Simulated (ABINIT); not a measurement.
# BaTe (Fm-3m): G0W0 in ABINIT against the exchange cutoff, part 2 of 2

Wanted: the cheapest exchange cutoff that holds the gap of BaTe (Fm-3m).

ABINIT 10.8.3; PBE and many-body steps on it, plane waves. Known limits of the many-body steps: not at the basis limit; exchange with frozen shells missing; no spin-orbit coupling; coarse k mesh.

So far. Step 2 (Screening, 2×2×2 mesh, 48 bands, screening to 106.1 eV): Local fields lower ε∞ by 17 %. On a Γ-centred mesh this coarse the value itself is usually too large, while a short band sum pulls it down.

The database entry behind the starting cell differs from later determinations by our own check (about 0.2 % short), so it need not match the best structure at ambient conditions.

## 5. 13.6 Ha

Level of this step: G0W0 on PBE, plane waves, norm-conserving pseudopotentials (ABINIT).

The self-energy is evaluated for the states that the input lists, and the levels follow from it, in one-shot runs by the linearised quasiparticle equation.

run.abi

```
acell 3*1.0 Angstrom
rprim 
  -0.000000000000 3.493000000000 3.493000000000
  3.493000000000 -0.000000000000 3.493000000000
  3.493000000000 3.493000000000 -0.000000000000
ntypat 2
znucl 56 52
natom 2
typat 1 2
xred 
  0.000000000000 0.000000000000 0.000000000000
  0.500000000000 0.500000000000 0.500000000000
pp_dirpath "pseudos"
pseudos "Ba.upf, Te.upf"
ecut 34
ngkpt 2 2 2
nshiftk 1
shiftk 0 0 0
kptopt 1
chksymbreak 0
istwfk *1
occopt 1
irdwfk 1
optdriver 4
nband 48
gwcalctyp 0
ecutsigx 13.6
symsigma 1
nkptgw 2
kptgw 
  0.0000000000 0.0000000000 0.0000000000
  0.5000000000 0.5000000000 0.0000000000
bdgw 
  11 17
  12 15
ecuteps 3.9
irdscr 1
ppmodel 1
indata_prefix "in"
outdata_prefix "out"
tmpdata_prefix "tmp"
```

Launch:

```console
OMP_NUM_THREADS=1 mpirun -n 4 abinit run.abi > log
```

The program printed:

```text
.Version 10.8.3 of ABINIT. v10.8.2 released Aug 2026.

 Symmetries : space group Fm -3 m (#225); Bravais cF (face-center cubic)
[... echo of the input left out ...]
== DATASET  1 ==================================================================
-   mpi_nproc: 4, omp_nthreads: 1 (-1 if OMP is not activated)

--- !DatasetInfo
iteration_state: {dtset: 1, }
dimensions: {natom: 2, nkpt: 3, mband: 48, nsppol: 1, nspinor: 1, nspden: 1, mpw: 5577, }
cutoff_energies: {ecut:  34.0, pawecutdg:  -1.0, }
[...]
Band     E0 <VxcDFT>   SigX SigC(E0)      Z dSigC/dE  Sig(E)    E-E0       E
[...]
14   5.177  -7.544  -3.631  -3.175   0.819  -0.221  -6.939   0.605   5.781
       15   8.114 -10.441  -5.534  -3.274   0.818  -0.223  -9.105   1.336   9.449

== END DATASET(S) ==============================================================
================================================================================

 -outvars: echo values of variables after computation  --------
           etotal      0.0000000000E+00
            nband          48
             nkpt           3
          spgroup         225
 [... the other variables as echoed above ...]

 Calculation completed.
```

Elapsed: 6 s, on 4 MPI ranks of Arm Neoverse N1, shared host; peak memory 0.31 GiB; 24 s of CPU time.

Numbers from this step:

- G0W0 gap on the points computed: 2.605 eV
- starting gap on the mesh: 1.541 eV
- k of the valence top: 0, 0, 0
- k of the conduction bottom: 0.5, 0.5, 0
- least direct G0W0 gap on the computed points: 2.988 eV

The gap on the mesh goes from 1.54 eV to 2.60 eV, a correction of +1.06 eV.

## 6. 23.8 Ha

run.abi, as its differences from that of step 5:

```diff
@@ -26,3 +26,3 @@
 gwcalctyp 0
-ecutsigx 13.6
+ecutsigx 23.8
 symsigma 1
```

The program printed:

```text
.Version 10.8.3 of ABINIT. v10.8.2 released Aug 2026.

 Symmetries : space group Fm -3 m (#225); Bravais cF (face-center cubic)
[... echo of the input left out ...]
== DATASET  1 ==================================================================
-   mpi_nproc: 4, omp_nthreads: 1 (-1 if OMP is not activated)

--- !DatasetInfo
iteration_state: {dtset: 1, }
dimensions: {natom: 2, nkpt: 3, mband: 48, nsppol: 1, nspinor: 1, nspden: 1, mpw: 5577, }
cutoff_energies: {ecut:  34.0, pawecutdg:  -1.0, }
[...]
Band     E0 <VxcDFT>   SigX SigC(E0)      Z dSigC/dE  Sig(E)    E-E0       E
[...]
14   5.177  -7.544  -3.640  -3.175   0.819  -0.221  -6.947   0.597   5.774
       15   8.114 -10.441  -5.551  -3.274   0.818  -0.223  -9.119   1.322   9.436

== END DATASET(S) ==============================================================
================================================================================

 -outvars: echo values of variables after computation  --------
           etotal      0.0000000000E+00
            nband          48
             nkpt           3
          spgroup         225
 [... the other variables as echoed above ...]

 Calculation completed.
```

Elapsed: 6.4 s, on 4 MPI ranks; peak memory 0.64 GiB; 25 s of CPU time.

This step gave:

```
G0W0 gap on the points computed              : 2.605 eV
starting gap on the mesh                     : 1.541 eV
k of the valence top                         : 0, 0, 0
k of the conduction bottom                   : 0.5, 0.5, 0
least direct G0W0 gap on the computed points : 2.987 eV
```

Against the run before, the gap moves by +0.000 eV.

## 7. 34 Ha

run.abi, as its differences from that of step 6:

```diff
@@ -26,3 +26,3 @@
 gwcalctyp 0
-ecutsigx 23.8
+ecutsigx 34
 symsigma 1
```

The program printed:

```text
.Version 10.8.3 of ABINIT. v10.8.2 released Aug 2026.

 Symmetries : space group Fm -3 m (#225); Bravais cF (face-center cubic)
[... echo of the input left out ...]
== DATASET  1 ==================================================================
-   mpi_nproc: 4, omp_nthreads: 1 (-1 if OMP is not activated)

--- !DatasetInfo
iteration_state: {dtset: 1, }
dimensions: {natom: 2, nkpt: 3, mband: 48, nsppol: 1, nspinor: 1, nspden: 1, mpw: 5577, }
cutoff_energies: {ecut:  34.0, pawecutdg:  -1.0, }
[...]
Band     E0 <VxcDFT>   SigX SigC(E0)      Z dSigC/dE  Sig(E)    E-E0       E
[...]
14   5.177  -7.544  -3.643  -3.175   0.819  -0.221  -6.949   0.594   5.771
       15   8.114 -10.441  -5.557  -3.274   0.818  -0.223  -9.124   1.318   9.431

== END DATASET(S) ==============================================================
================================================================================

 -outvars: echo values of variables after computation  --------
           etotal      0.0000000000E+00
            nband          48
             nkpt           3
          spgroup         225
 [... the other variables as echoed above ...]

 Calculation completed.
```

Elapsed: 6.5 s, on 4 MPI ranks; peak memory 0.68 GiB; 26 s of CPU time.

Numbers from this step:

```
G0W0 gap on the points computed              : 2.602 eV
starting gap on the mesh                     : 1.541 eV
k of the valence top                         : 0, 0, 0
k of the conduction bottom                   : 0.5, 0.5, 0
least direct G0W0 gap on the computed points : 2.984 eV
```

Against the run before, the gap moves by −0.003 eV.

## 8. The runs together

Times are wall times on 4 MPI ranks of Arm Neoverse N1, shared host, good to a factor of about two. A run's time includes the screening step that it read.

```tsv
run	mesh	bands	screening cutoff (eV)	DFT gap (eV)	gap on the mesh (eV)	direct (eV)	ε∞ used	time
3.4 Ha	2×2×2	48	106.1	1.541	2.367	2.769	11.84	12 s
6.8 Ha	2×2×2	48	106.1	1.541	2.553	2.942	11.84	13 s
13.6 Ha	2×2×2	48	106.1	1.541	2.605	2.988	11.84	13 s
23.8 Ha	2×2×2	48	106.1	1.541	2.605	2.987	11.84	13 s
34 Ha	2×2×2	48	106.1	1.541	2.602	2.984	11.84	13 s
```

## 9. Results

```json
{"3.4 Ha": "2.367 eV", "6.8 Ha": "2.553 eV", "13.6 Ha": "2.605 eV", "23.8 Ha": "2.605 eV", "34 Ha": "2.602 eV", "known limits": "not at the basis limit; exchange with frozen shells missing; no spin-orbit coupling; coarse k mesh"}
```

The setting moved: exchange cutoff. From 3.4 Ha to 34 Ha the gap moves by +0.23 eV. It holds to 0.03 eV from 13.6 Ha on. Bands and screening cutoff are coupled, so a series along one setting does not show full convergence. Below the screening cutoff the correlation part is cut too. Bands and cutoff are finite, so the gap is not at the basis limit. The miss can reach some tenths of an eV and take either sign; the mesh is an error of its own. In the G0W0 runs levels were corrected at 2 k points alone, so a gap called «on the mesh» is the least over those, and an edge elsewhere would be missed. The 2×2×2 mesh is coarse for this cell, which bears on the long-range parts of exchange and screening. The norm-conserving file of at least one element keeps a d shell over frozen s and p shells of the same row. Exchange with those shells is missing from the self-energy, an error of 0.3 to 0.9 eV in cases checked, whose sign depends on which edge lies on those atoms. The many-body steps are scalar-relativistic: spin-orbit coupling is not in them.

[Paths, hosts, dates, memory and timing lines, banners, echoed tables and standing remarks are left out of the program output.]

[Logs are printed without paths, hosts, clocks, repeated set-up lines and the standing remarks that a program may print on its own settings, such as how far it seeks lower states.]

[Runs of the session that timed out or met a known fault of the program may be left out.]

[Hosts, paths, dates, database ids (printed as entryN), source tags and the programs' standing remarks are cut or masked in the printed files.]

[G0W0 gaps are taken among the corrected bands and points alone; a level outside them can change the order at an edge.]

[Where Ansatz stands beside ABINIT at settings called matched, ABINIT's density can come from a denser mesh and the files from another edition; pairs whose starting gaps differed by over 0.03 eV were left out, so agreement reads better than it is.]
